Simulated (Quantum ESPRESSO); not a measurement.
# Rh (Fm-3m) in Quantum ESPRESSO: notebook, part 4 of 5

Quantum ESPRESSO 7.5.

## (5) Phonons, PBE

Contents of pw.in:

```
&CONTROL
  calculation = 'scf'
  prefix = 'pwscf'
  outdir = './tmp'
  pseudo_dir = './pseudo'
  tprnfor = .true.
  tstress = .true.
  disk_io = 'low'
/
&SYSTEM
  ibrav = 0
  nat = 1
  ntyp = 1
  ecutwfc = 45
  ecutrho = 360
  nbnd = 13
  occupations = 'smearing'
  smearing = 'mv'
  degauss = 0.01469973
/
&ELECTRONS
  conv_thr = 2d-10
  electron_maxstep = 120
  mixing_beta = 0.5
/
ATOMIC_SPECIES
Rh   102.9055 rh_pbe_v1.4.uspp.F.UPF
CELL_PARAMETERS angstrom
   0.0000000000    1.8978500000    1.8978500000
   1.8978500000    0.0000000000    1.8978500000
   1.8978500000    1.8978500000    0.0000000000
ATOMIC_POSITIONS angstrom
Rh     0.0000000000    0.0000000000    0.0000000000
K_POINTS automatic
12 12 12 0 0 0
```

Contents of scf2.in:

```
&CONTROL
  calculation = 'scf'
  prefix = 'pwscf'
  outdir = './tmp'
  pseudo_dir = './pseudo'
  tprnfor = .true.
  tstress = .true.
  disk_io = 'low'
/
&SYSTEM
  ibrav = 0
  nat = 1
  ntyp = 1
  ecutwfc = 45
  ecutrho = 360
  nbnd = 13
  occupations = 'smearing'
  smearing = 'mv'
  degauss = 0.01469973
/
&ELECTRONS
  conv_thr = 1d-13
  electron_maxstep = 120
  mixing_beta = 0.5
  startingpot = 'file'
  startingwfc = 'file'
/
ATOMIC_SPECIES
Rh   102.9055 rh_pbe_v1.4.uspp.F.UPF
CELL_PARAMETERS angstrom
   0.0000000000    1.8978500000    1.8978500000
   1.8978500000    0.0000000000    1.8978500000
   1.8978500000    1.8978500000    0.0000000000
ATOMIC_POSITIONS angstrom
Rh     0.0000000000    0.0000000000    0.0000000000
K_POINTS automatic
12 12 12 0 0 0
```

Contents of ph.in:

```
phonons of Rh
&INPUTPH
  prefix = 'pwscf'
  outdir = './tmp'
  tr2_ph = 1d-18
  fildyn = 'dyn'
  niter_ph = 90
  alpha_mix(1) = 0.4
/
0.3535533906 0.7071067812 -0.0000000000
```

Potentials or basis: GBRV 1.5 PBE.

The run is started by

```console
$ OMP_NUM_THREADS=1 pw.x -in pw.in > pw.out
$ OMP_NUM_THREADS=1 pw.x -in scf2.in > scf2.out
$ OMP_NUM_THREADS=1 ph.x -in ph.in > ph.out
```

pw.out:

```text
This program is part of the open-source Quantum ESPRESSO suite
     for quantum simulation of materials; please cite
[... 9 lines left out ...]
     --------------------
     sticks:   dense  smooth     PW     G-vecs:    dense   smooth      PW
     Sum         649     313    109                10777     3719     749

     Using Slab Decomposition

     bravais-lattice index     =            0
     lattice parameter (alat)  =       5.0720  a.u.
     unit-cell volume          =      92.2597 (a.u.)^3
     number of atoms/cell      =            1
     number of atomic types    =            1
     number of electrons       =        15.00
     number of Kohn-Sham states=           13
     kinetic-energy cutoff     =      45.0000  Ry
     charge density cutoff     =     360.0000  Ry
     scf convergence threshold =      2.0E-10
     mixing beta               =       0.5000
     number of iterations used =            8  plain     mixing
     Exchange-correlation=  SLA  PW   PBX  PBC
                           (   1   4   3   4   0   0   0)

     celldm(1)=   5.071959  celldm(2)=   0.000000  celldm(3)=   0.000000
     celldm(4)=   0.000000  celldm(5)=   0.000000  celldm(6)=   0.000000

     crystal axes: (cart. coord. in units of alat)
               a(1) = (   0.000000   0.707107   0.707107 )
               a(2) = (   0.707107   0.000000   0.707107 )
               a(3) = (   0.707107   0.707107   0.000000 )

     reciprocal axes: (cart. coord. in units 2 pi/alat)
               b(1) = ( -0.707107  0.707107  0.707107 )
               b(2) = (  0.707107 -0.707107  0.707107 )
               b(3) = (  0.707107  0.707107 -0.707107 )

     PseudoPot. # 1 for Rh read from file:
     rh_pbe_v1.4.uspp.F.UPF
     Pseudo is Ultrasoft + core correction, Zval = 15.0
     Generated by new atomic code, or converted to UPF format
     Using radial grid of  969 points,  7 beta functions with:
                l(1) =   0
                l(2) =   0
                l(3) =   1
                l(4) =   1
                l(5) =   2
                l(6) =   2
                l(7) =   2
     Q(r) pseudized with  8 coefficients,  rinner =    1.200   1.200   1.200
                                                       1.200   1.200

     atomic species   valence    mass     pseudopotential
     Rh               15.00   102.90550     Rh( 1.00)

     48 Sym. Ops., with inversion, found

   Cartesian axes

     site n.     atom                  positions (alat units)
         1        Rh     tau(   1) = (   0.0000000   0.0000000   0.0000000  )

     number of k points=    72  Marzari-Vanderbilt smearing, width (Ry)=  0.0147
                       cart. coord. in units 2pi/alat
        k(    1) = (   0.0000000   0.0000000   0.0000000), wk =   0.0011574
        k(    2) = (   0.0589256   0.0589256  -0.0589256), wk =   0.0092593
        k(    3) = (   0.1178511   0.1178511  -0.1178511), wk =   0.0092593
        k(    4) = (   0.1767767   0.1767767  -0.1767767), wk =   0.0092593
        k(    5) = (   0.2357023   0.2357023  -0.2357023), wk =   0.0092593
        k(    6) = (   0.2946278   0.2946278  -0.2946278), wk =   0.0092593
[... 64 lines left out ...]
        k(   71) = (  -0.7071068   0.2357023   0.0000000), wk =   0.0138889
        k(   72) = (  -0.7071068   0.3535534   0.0000000), wk =   0.0069444

     Dense  grid:    10777 G-vectors     FFT dimensions: (  32,  32,  32)

     Smooth grid:     3719 G-vectors     FFT dimensions: (  24,  24,  24)

     Initial potential from superposition of free atoms

     starting charge      14.4999, renormalised to      15.0000

     negative rho (up, down):  5.736E-02 0.000E+00
     Starting wfcs are   12 randomized atomic wfcs +    1 random wfcs

     Self-consistent Calculation

     iteration #  1     ecut=    45.00 Ry     beta= 0.50
     Davidson diagonalization with overlap
     ethr =  1.00E-02,  avg # of iterations =  4.2

     negative rho (up, down):  5.941E-02 0.000E+00

     total energy              =    -171.05446652 Ry
     estimated scf accuracy    <       0.53647093 Ry

     iteration #  2     ecut=    45.00 Ry     beta= 0.50
     Davidson diagonalization with overlap
     ethr =  3.58E-03,  avg # of iterations =  2.0
[... 42 lines left out ...]
     iteration #  7     ecut=    45.00 Ry     beta= 0.50
     Davidson diagonalization with overlap
     ethr =  6.65E-11,  avg # of iterations =  2.3

     negative rho (up, down):  5.943E-02 0.000E+00

     End of self-consistent calculation

          k = 0.0000 0.0000 0.0000 (   459 PWs)   bands (ev):

   -24.8652 -24.8652 -24.8652  13.5242  18.4259  18.4259  18.4259  20.5317
    20.5317  38.1382  43.6450  43.6450  43.6450

          k = 0.0589 0.0589-0.0589 (   495 PWs)   bands (ev):

   -24.9170 -24.8722 -24.8722  13.8030  18.3075  18.5331  18.5331  20.4752
    20.4752  38.5175  42.1165  44.0279  44.0279
[... 298 lines left out ...]
   -25.4954 -25.2151 -25.1217  15.7827  16.2149  19.9771  21.2440  22.3417
    27.3806  32.7563  34.3263  35.8223  44.7110

          k =-0.0000-0.4714 0.5893 (   473 PWs)   bands (ev):

   -25.4367 -25.3010 -25.0984  16.1209  16.7925  19.1287  20.7165  22.1065
    29.6557  30.5222  33.6224  37.0751  44.1683

          k =-0.7071 0.1179-0.0000 (   464 PWs)   bands (ev):

   -25.5395 -25.1683 -25.1409  15.4226  15.7828  21.1400  21.7131  22.5280
    26.4140  33.6302  34.6271  34.7655  45.0905

          k =-0.2357-0.4714 0.7071 (   467 PWs)   bands (ev):

   -25.4227 -25.1706 -25.0336  16.8453  16.9065  18.1364  20.6625  21.1164
    24.8074  35.1355  35.7134  38.8060  45.5719

          k =-0.1768-0.4125 0.6482 (   472 PWs)   bands (ev):
[... 26 lines left out ...]
   -25.4624 -25.2481 -25.1448  16.0551  16.5165  19.2814  20.8578  22.5297
    28.8395  33.1571  33.2745  34.3905  46.1044

          k =-0.7071 0.3536 0.0000 (   464 PWs)   bands (ev):

   -25.3559 -25.3559 -25.1468  16.4728  17.7018  17.7018  20.3242  22.5305
    31.2358  31.2358  32.9443  34.2630  48.0142

     the Fermi energy is    21.5283 ev

!    total energy              =    -171.20143570 Ry
     estimated scf accuracy    <          1.3E-10 Ry
     smearing contrib. (-TS)   =       0.00038146 Ry
     internal energy E=F+TS    =    -171.20181716 Ry

     The total energy is F=E-TS. E is the sum of the following terms:
     one-electron contribution =     -22.25166939 Ry
     hartree contribution      =      24.83368888 Ry
     xc contribution           =     -29.96424657 Ry
     ewald contribution        =    -143.81959008 Ry

     convergence has been achieved in   7 iterations

     negative rho (up, down):  5.943E-02 0.000E+00

     Forces acting on atoms (cartesian axes, Ry/au):

     atom    1 type  1   force =     0.00000000    0.00000000    0.00000000

     Total force =     0.000000     Total SCF correction =     0.000000

     Computing stress (Cartesian axis) and pressure

     negative rho (up, down):  5.943E-02 0.000E+00
          total   stress  (Ry/bohr**3)                   (kbar)     P=       77.14
   0.00052440   0.00000000   0.00000000           77.14        0.00        0.00
   0.00000000   0.00052440   0.00000000            0.00       77.14        0.00
   0.00000000   0.00000000   0.00052440            0.00        0.00       77.14

=------------------------------------------------------------------------------=
   JOB DONE.
=------------------------------------------------------------------------------=
```

scf2.out:

```text
This program is part of the open-source Quantum ESPRESSO suite
     for quantum simulation of materials; please cite
[... 9 lines left out ...]
     --------------------
     sticks:   dense  smooth     PW     G-vecs:    dense   smooth      PW
     Sum         649     313    109                10777     3719     749
[... 561 lines left out ...]
   0.00052404   0.00000000   0.00000000           77.09        0.00        0.00
   0.00000000   0.00052404   0.00000000            0.00       77.09        0.00
   0.00000000   0.00000000   0.00052404            0.00        0.00       77.09

=------------------------------------------------------------------------------=
   JOB DONE.
=------------------------------------------------------------------------------=
```

Wall time 1.7 min (1 thread of AMD EPYC 9R45 (Zen 5), shared host); peak memory 0.09 GiB.

What came out:

```yaml
Free_energy: -2329.3142 eV
Pressure_after_relaxing: 7.7 GPa
Band_gap_on_the_k_mesh: none (metal or under the smearing width)
Highest_phonon_frequency_at_the_q_point_run: 216 cm⁻¹
```

Phonon frequencies in cm⁻¹ (negative: imaginary):
| q point | frequencies |
| --- | --- |
| (0.500, 0.250, 0.750) | 198 216 216 |

Phonon modes at q = (0.500, 0.250, 0.750) in reciprocal lattice units:
| mode | symmetry | cm⁻¹ |
| --- | --- | --- |
| 1 | B_2 | 198 |
| 2 | E | 216 |
| 3 | E | 216 |

Caveat: the cell is more than 3 GPa from zero pressure, which shifts response properties.

(Part 4 of 5 ends here.)
